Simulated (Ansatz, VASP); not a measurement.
Two plane-wave programs on PbF2

```
CELL_PARAMETERS angstrom
0.00000 2.96985 3.05895
2.96985 0.00000 3.05895
2.96985 2.96985 0.00000
ATOMIC_POSITIONS crystal
Pb 0.00000 0.00000 0.00000
F 0.25000 0.25000 0.25000
F 0.75000 0.75000 0.75000
```

Change from the starting cell: strain +0.000 along x and y, +0.030 along z, atoms carried along.

Alike in both runs: task single point; functional PBE; k mesh 8 × 8 × 8; occupations gaussian, width 0.05 eV; no spin polarisation.

```csv
,VASP,Ansatz
version,VASP 6.6.1,Ansatz 0.2.0
potentials or method,"VASP PAW PBE potentials, release 64 (Pb_d, F)","scalar-relativistic, plane waves, PAW"
plane-wave cutoff (eV),520,420
valence electrons in the cell,28,28
```

Ansatz gave:

| Quantity | Value |
| --- | --- |
| gap on the k mesh at the Fermi level (eV) | 4.36 |
| least direct gap on the mesh (eV) | 4.52 |
| pressure (GPa) | 0.1 |
| largest component of the traceless stress (GPa) | 1.07 |

**Question.** Estimate VASP's values.

**Answer.** gap on the k mesh at the Fermi level (eV): 4.35; least direct gap on the mesh (eV): 4.52; pressure (GPa): -0.2; largest component of the traceless stress (GPa): 1.07.

Caveats: spin-orbit coupling is left out, which as a rule narrows the gap of such compounds by several tenths of an eV. A k mesh can miss the band edges.
